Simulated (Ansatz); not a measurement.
# Equation of state of AgI

```xyz
4
Lattice="4.5800 0.0000 0.0000 -2.2900 3.9664 0.0000 0.0000 0.0000 7.5100" Properties=species:S:1:pos:R:3 pbc="T T T"
Ag    0.0000    2.6443    0.0000
Ag    2.2900    1.3221    3.7550
I     0.0000    2.6443    2.8163
I     2.2900    1.3221    6.5713
```

Conventional cell: a = 4.580 Å, b = 4.580 Å, c = 7.510 Å, α = 90.00°, β = 90.00°, γ = 120.00°. Ag (atom 1) is surrounded by 4 I at 2.81 to 2.82 Å. I (atom 3) has 4 Ag at 2.81 to 2.82 Å as nearest neighbours.

The cell is COD entry 1011050, as deposited and not checked against the literature; nothing was relaxed. It is an old determination, and later ones may differ.

No spin–orbit coupling, which matters for the heavy atoms here.

Methods: DFT, PBE, all-electron LAPW, scalar-relativistic (Ansatz 0.2.0); DFT, PBE, PAW with Ansatz's default frozen-core files, scalar-relativistic (Ansatz 0.2.0).

For LAPW: a Γ-centred 8×8×4 k mesh, Fermi–Dirac smearing of 0.01 eV, basis error target 0.5 meV/atom, no spin polarisation. PAW takes a cutoff of 420 eV at this cell. The Ansatz runs share mesh, smearing and spin set-up. Plane-wave (PAW) pressures include the program's estimate of the Pulay term.

The cell above is scaled evenly, with fractional coordinates and shape held.

```tsv
V/V(cell)	V (Å³/atom)	P, LAPW (GPa)	P, PAW (GPa)	gap on the k mesh, LAPW (eV)	free energy over the lowest listed, PAW (meV/atom)
0.9400	32.060	4.65	4.63	1.37	54.9
0.9600	32.743	3.67	3.66	1.37	37.3
0.9800	33.425	2.80	2.79	1.37	23.6
0.9900	33.766	2.40	2.39	1.37	18.1
1.0000	34.107	2.03	2.02	1.36	13.4
1.0100	34.448	1.68	1.67	1.36	9.5
1.0200	34.789	1.35	1.34	1.36	6.3
1.0400	35.471	0.74	0.73	1.36	1.9
1.0600	36.153	0.20	0.19	1.36	0.0
```
